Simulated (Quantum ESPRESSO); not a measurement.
## V under changes of volume

One of the cells (13.891 Å³/atom); the others are scaled copies at fixed shape and fractional positions:

```xyz
1
Lattice="-1.5144 1.5144 1.5144 1.5144 -1.5144 1.5144 1.5144 1.5144 -1.5144" Properties=species:S:1:pos:R:3 pbc="T T T"
V     0.0000    0.0000    0.0000
```

| Quantity | Value |
| --- | --- |
| Program | Quantum ESPRESSO 7.5 |
| Functional | PBE |
| Dispersion | D3(BJ) |
| Potentials or basis | PseudoDojo 0.4.1 SR PBE standard |
| Cutoff | 1143 eV |
| Density cutoff | 4572 eV |
| k mesh | 12 × 12 × 12 |
| Occupations | fermi-dirac, width 0.05 eV |
| Spin | collinear spin, ferromagnetic start |
| Starting moments | [2.0] μB |

| volume (Å³/atom) | energy over the lowest point (meV/atom) | pressure (GPa) |
| --- | --- | --- |
| 13.058 | 0.00 | -1.2 |
| 13.336 | 5.36 | -5.0 |
| 13.613 | 17.02 | -8.5 |
| 13.891 | 34.47 | -11.6 |
| 14.169 | ? | ? |
| 14.447 | 84.67 | -17.0 |
| 14.725 | 116.43 | -19.3 |

Question: What does the run at 14.169 Å³/atom give?

Answer: Energy over the lowest point 57.18 meV/atom; pressure -14.5 GPa.

Worked out: A Birch-Murnaghan fit of order 3 (a polynomial in V^(-2/3)) to the other rows has its minimum at 12.98 Å³/atom, just outside them, with B0 = V·E''(V) = 194 GPa and B' = 3.6. It gives 57.19 meV/atom at 14.169 Å³/atom, against the run's 57.18, and -dE/dV = -14.5 GPa, against -14.5.

Energies are extrapolated to zero smearing.

Caveats: pairwise dispersion overbinds metals, which lowers pressure and volume.
